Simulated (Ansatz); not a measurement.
## TiO2: checking dH/dP = V

Computed with DFT r2SCAN, scalar-relativistic, plane waves, PAW in Ansatz 0.2.0. Settings: 500 eV cutoff, 8×8×8 k-mesh, Gaussian smearing of 0.02 eV, no spin polarisation.

The relaxed crystal:

```xyz
6
Lattice="-1.8889 1.8889 4.7916 1.8889 -1.8889 4.7916 1.8889 1.8889 -4.7916" Properties=species:S:1:pos:R:3 pbc="T T T"
Ti    0.0000    0.0000    0.0000
Ti    0.0000    1.8889    2.3958
O     0.0000    1.8889    4.3823
O     0.0000    0.0000    1.9865
O     0.0000    1.8889    0.4093
O     0.0000    0.0000    7.5968
```

Cell and atoms were relaxed at each target pressure within the start's symmetry (I4_1/amd), at zero temperature; other phases can be more stable under pressure. H = E + PV with P the target; E is the free energy at the smearing used, whose derivative the pressure is, per atom and counted from zero pressure. The mesh named is that at zero pressure; some other pressures ran on another.

```csv
P (GPa),V (Å³/atom),E − E0 (meV),H − H0 (meV)
0,11.398,0.0,0.0
3,11.224,1.6,211.8
8,10.949,11.0,557.7
15,10.596,36.2,1028.2
30,9.938,127.6,1988.4
60,8.962,395.6,3751.8
```

Thermodynamics gives dH/dP = V along a relaxed path. Integrate V over P by the trapezoid rule and compare with the computed enthalpies.

With 1 eV/Å³ = 160.22 GPa, each step adds the mean volume times ΔP / 160.22:
| P (GPa) | ∫V dP (meV) | H − H0 (meV) | difference (meV) |
| --- | --- | --- | --- |
| 3 | 211.8 | 211.8 | 0.0 |
| 8 | 557.8 | 557.7 | 0.1 |
| 15 | 1028.4 | 1028.2 | 0.2 |
| 30 | 1989.6 | 1988.4 | 1.2 |
| 60 | 3759.1 | 3751.8 | 7.3 |

V(P) curves upward, so the trapezoid rule runs high; integrating a smooth curve through the same points (P as a polynomial of degree 4 in ln V) puts that excess at about 7.5 meV at 60 GPa, against the 7.3 meV found.

At 60 GPa, how much of the enthalpy change is stored energy and how much is the PV term?

E rises by 396 meV/atom and PV is 60 × 8.962 / 160.22 = 3356 meV/atom, so PV makes 89 % of ΔH. So between rival structures at high pressure a small difference in volume can outweigh the difference in energy: 1 % of this volume is worth 33.6 meV/atom at this pressure.

What bulk modulus do the lowest pressures give?

From the pressures that the runs reached, -3.01 GPa (11.585 Å³) and 2.99 GPa (11.224 Å³), B = −ΔP/Δln V = 6.00 / 0.0317 = 190 GPa, a mean over that range.

The gap is 2.535 eV at -3.01 GPa and 2.515 eV at 2.99 GPa. What pressure coefficient and volume deformation potential follow?

dE_g/dP = -3.3 meV/GPa, and a_V = dE_g/d ln V = −B dE_g/dP = 0.62 eV. A gap that closes or barely moves under pressure is usual where the conduction edge lies away from the zone centre, has d character, or where the bands broaden faster than they shift. If the edges move to other points of the zone within the range, this is a mean of two slopes. Gaps are generalised Kohn–Sham gaps over the whole zone.

Cost: 7 runs of about 14 core-minutes in all, on Oxide Virtual Turin-like Processor (Zen 5) (shared hosts).

The agreement between integrated volumes and enthalpies shows that energies and pressures are mutually consistent along the path, but it does not test how accurate the functional's equation of state is. Volume falls by less per unit pressure at each step, as expected when short Ti–O contacts and O–O repulsion increasingly resist compression. Anatase is a comparatively open packing of edge-sharing octahedra, so the dominant PV term favours its denser rivals. Real samples transform or amorphise well below 60 GPa, and the upper end of the curve therefore describes a constrained anatase lattice.

The gap runs from filled O 2p to empty Ti 3d states. Its weak response probably reflects near-cancellation: compression strengthens p–d repulsion, which pushes the edges apart, while also broadening both bands. The conduction edge in anatase is largely non-bonding d_xy, which limits the first effect. The gap itself lies below the measured one, as is usual for a semilocal functional that captures only part of the derivative discontinuity.
